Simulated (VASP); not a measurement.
# AlN in VASP: how settings move the r2SCAN single point

Aim: see what changed inputs do to the r2SCAN single point of AlN in the rocksalt structure, under -4.0 % equal strain in all directions. This is a trial cell built on a prototype, not taken from a measured structure, and it needn't be the compound's ground state.

Program: VASP 6.6.1. PAW datasets, plane waves. No spin polarisation. The prototype was imposed, so other structures may be more stable.

**1. The cell**

The cell comes from an earlier relaxation with r2SCAN in another program.

Space group Fm-3m (No. 225), cubic; conventional cell a = 3.876 Å, 7.28 Å³ an atom. Al has 6 N at 1.94 Å; N has 6 Al at 1.94 Å.

Coordinates:

```xyz
2
Lattice="0.0000 1.9381 1.9381 1.9381 0.0000 1.9381 1.9381 1.9381 0.0000" Properties=species:S:1:pos:R:3 pbc="T T T"
Al    0.0000    0.0000    0.0000
N     1.9381    1.9381    1.9381
```

**2. Reference**

The input, INCAR:

```
ENCUT = 520.000000
SIGMA = 0.010000
EDIFF = 1.00e-07
ALGO = Normal
METAGGA = R2SCAN
PREC = Accurate
IBRION = -1
ISIF = 2
ISMEAR = 0
NBANDS = 11
NELM = 120
NSW = 0
LASPH = .TRUE.
LCHARG = .FALSE.
LWAVE = .FALSE.
LREAL = .FALSE.
```

The input, KPOINTS:

```
KPOINTS created by Atomic Simulation Environment
0
Gamma
10 10 10
0 0 0
```

The input, POSCAR:

```
Al N
 1.0000000000000000
     0.0000000000000000    1.9381137141000000    1.9381137141000000
     1.9381137141000000    0.0000000000000000    1.9381137141000000
     1.9381137141000000    1.9381137141000000    0.0000000000000000
 Al  N
   1   1
Cartesian
  0.0000000000000000  0.0000000000000000  0.0000000000000000
  1.9381137141000000  1.9381137141000000  1.9381137141000000
```

A file KPOINTS_OPT adds named points for the levels; it doesn't enter the self-consistent loop.

Potentials: the recommended PBE PAW datasets, 8 valence electrons.

Started as:

```
$ mpirun -np 1 vasp_std
```

**3. Altered input 1**

The input, INCAR:

```
ENCUT = 520.000000
SIGMA = 0.010000
EDIFF = 1.00e-07
METAGGA = R2SCAN
PREC = Accurate
IBRION = -1
ISIF = 2
ISMEAR = 0
NSW = 0
LASPH = .TRUE.
LCHARG = .FALSE.
LWAVE = .FALSE.
LREAL = .FALSE.
ALGO = All
NBANDS = 44
NELM = 92
```

KPOINTS is that of step 2.

POSCAR is that of step 2.

**4. Altered input 2**

Edit INCAR of step 2 so:

```diff
@@ -10,3 +10,2 @@
 NBANDS = 11
-NELM = 120
 NSW = 0
@@ -16 +15,5 @@
 LREAL = .FALSE.
+NELM = 83
+IMIX = 1
+AMIX = 2.0
+BMIX = 0.0001
```

KPOINTS is that of step 2.

POSCAR is that of step 2.

What does the calculation give? Wanted: for each run, changed; ending; energy change; pressure; electronic steps; usable.

**Answer**, as computed:

| run | changed | ending | energy change (meV/atom) | pressure (GPa) | gap on the mesh (eV; negative: overlap) | electronic steps | time | usable |
| --- | --- | --- | --- | --- | --- | --- | --- | --- |
| ref. | – | converged | 0 | 42.0 | 5.74 | 15 | 21 s | yes |
| 1 | ALGO = All, NBANDS = 44, NELM = 92 | converged | 0.0 | 42.0 | 5.74 | 13 | 67 s | yes |
| 2 | IMIX = 1, AMIX = 2, BMIX = 0.0001 | crashed | – | – | – | 11 | 16 s | no |

Of 2 altered inputs, 1 gave no result, 1 gave usable results.
